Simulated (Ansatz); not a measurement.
**What a change of settings does to a run on Ag**

The cell is COD entry 1509145, as deposited and not checked against the literature; nothing was relaxed.

First run: DFT, PBE, all-electron LAPW, scalar-relativistic (Ansatz 0.2.0).

Command: `ansatz run input.yaml --threads 1 --pin off --max-ram 2048MiB --backend cpu --events-out ev --progress --plain --runs-dir out` The run took 22 s on 1 thread of Intel(R) Xeon(R) 6975P-C (Granite Rapids) (shared host), peak memory 0.71 GiB.

```yaml
crystal:
  lattice:
    - [2.9299980804, 0.0, 0.0]
    - [-1.4649990402, 2.5374527707, 0.0]
    - [0.0, 0.0, 4.79]
  atoms:
    - { symbol: Ag, position: [0.3333333333, 0.6666666667, 0.25] }
    - { symbol: Ag, position: [0.6666666667, 0.3333333333, 0.75] }
kpoints:
  mp_grid: { grid: [14, 14, 8] }
scf:
  occupations: { method: fermi_dirac, width: 0.05 }
hamiltonian:
  xc: pbe
  pseudopotentials: { kind: all_electron, lapw: { basis_error: 0.00025 } }
output:
  forces: true
  stress: true
  eigenvalues: true
basis:
  ecutwfc: 400
```

Result: converged; pressure 0.47 GPa; no gap on the k mesh; 8 SCF iterations.

The input is then changed:

```diff
@@ -8,7 +8,8 @@
     - { symbol: Ag, position: [0.6666666667, 0.3333333333, 0.75] }
 kpoints:
-  mp_grid: { grid: [14, 14, 8] }
+  mp_grid: { grid: [14, 14, 8], shift: [0.5, 0.5, 0.5] }
 scf:
   occupations: { method: fermi_dirac, width: 0.05 }
+  algorithm: density_mixing
 hamiltonian:
   xc: pbe
```

Problem. What does the second run give?

Solution. It converged; energy at zero smearing -0.9 meV/atom from the first run; pressure 0.32 GPa; no gap on the k mesh; 8 SCF iterations.
